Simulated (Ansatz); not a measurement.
Runs of Ansatz 0.2.0 on AlNi3. It takes space group Pm-3m (No. 221, cubic). The conventional cell has a = 3.523 Å, b = 3.523 Å, c = 3.523 Å, α = 90.00°, β = 90.00°, γ = 90.00°. Around Ni (site symmetry 4/mmm) lie 8 Ni at 2.49 Å and 4 Al at 2.49 Å. Al (site symmetry m-3m) has 12 Ni at 2.49 Å as nearest neighbours. The cell is a database's computed one.

```csv
task,level,cell,k mesh,cutoff (eV),points for each segment of the path,mesh quality,gap on the mesh (eV),pressure (GPa),moment (μB)
single point,r2SCAN0,as given,4 × 4 × 4,500,-,coarse,none,-0.3,(b)
band structure,LDA,as given,8 × 8 × 8,420,14,not flagged,none,-7.4,0.49
single point,r2SCANh,as given,4 × 4 × 4,500,-,coarse,none,-0.4,1.16
band structure,PBEsol,as given,8 × 8 × 8,420,14,not flagged,none,(c),(a)
relaxation of cell and atoms,LDA,relaxed,8 × 8 × 8,420,-,not flagged,none,0.0,0.42
```

Alike in all rows: potentials or basis Ansatz PAW; spin collinear, ferromagnetic start; smearing fermi-dirac 0.05 eV.

Q: Fill in the values left out.

A: (a) 0.66; (b) 1.34; (c) -0.7.

Caveats: some runs use coarse meshes; the PAW data sets come from PBE, with cores solved anew for the run's functional, which leaves a small shift of forces and pressure; the magnetic or orbital state may not be the lowest (some runs); the thresholds are loose for stress (some runs); the plane-wave basis is chosen anew once the cell has moved, so the energies of steps on either side of that aren't comparable (some runs).

A gap of «none» marks a metal or a gap under the smearing width.
